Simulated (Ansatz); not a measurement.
Space group P6_3/mmc (No. 194). a = 3.976 Å, b = 3.976 Å, c = 5.157 Å, α = 90.00°, β = 90.00°, γ = 120.00°
```csv
atom,site,symmetry,x,y,z
Ni,2a,-3m.,0.0000,0.0000,0.0000
Sb,2c,-6m2,0.3333,0.6667,0.2500
```

Equation of state of this NiSb structure (not necessarily the ground state), with shape and atoms relaxed at each volume where symmetry leaves them free. It has no gap at any of these volumes. These are results of Ansatz, DFT PBE, scalar-relativistic, plane waves, PAW, not measurements.

Plane waves to 420 eV, a k mesh through Γ of 12×12×8 on the computed 4-atom cell and Gaussian smearing (0.10 eV); no spin polarisation.

| V (Å³/atom) | E − E(largest V) (meV/atom) | P (GPa) |
| --- | --- | --- |
| 15.529 | 63.20 | 19.71 |
| 16.059 | 8.75 | 13.40 |
| 16.588 | -26.59 | 8.11 |
| 17.118 | -45.83 | 3.68 |
| 17.647 | -51.62 | -0.01 |
| 18.177 | -46.20 | -3.09 |
| 18.706 | -31.44 | -5.65 |
| 19.412 | 0.00 | -8.40 |

**Question.** Fit a third-order Birch–Murnaghan equation to E(V).

**Answer.** V0 = 17.64 Å³/atom, B0 = 113 GPa, B0' = 5.0.

Spin-orbit coupling is left out, which matters for the bands of heavy elements.